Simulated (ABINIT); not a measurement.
The system is SnTe.

```
CELL_PARAMETERS angstrom
0.00000 3.15085 3.15085
3.15085 0.00000 3.15085
3.15085 3.15085 0.00000
ATOMIC_POSITIONS crystal
Te 0.50000 0.50000 0.50000
Sn 0.00000 0.00000 0.00000
```

Base run:

| Item | Value |
| --- | --- |
| Program | ABINIT 10.8.3 (patched build) |
| Functional | PBEsol |
| Potentials or basis | PseudoDojo NC SR PBEsol v0.4.1 standard |
| Cutoff | 925 eV |
| k mesh | 5 × 5 × 5 |
| Occupations | fermi-dirac, width 0.05 eV |
| Spin | no spin polarisation |

Its results: pressure -0.7 GPa.

Question: The run is repeated on the same cell with these changes: functional from PBEsol to PBE; potentials or basis from PseudoDojo NC SR PBEsol v0.4.1 standard to PseudoDojo NC SR PBE v0.4.1 standard; cutoff from 925 eV to 952 eV. What comes out?

Answer: Pressure 2.1 GPa.

Caveats: the cutoff is short for stress, so the pressure is rough (some runs).
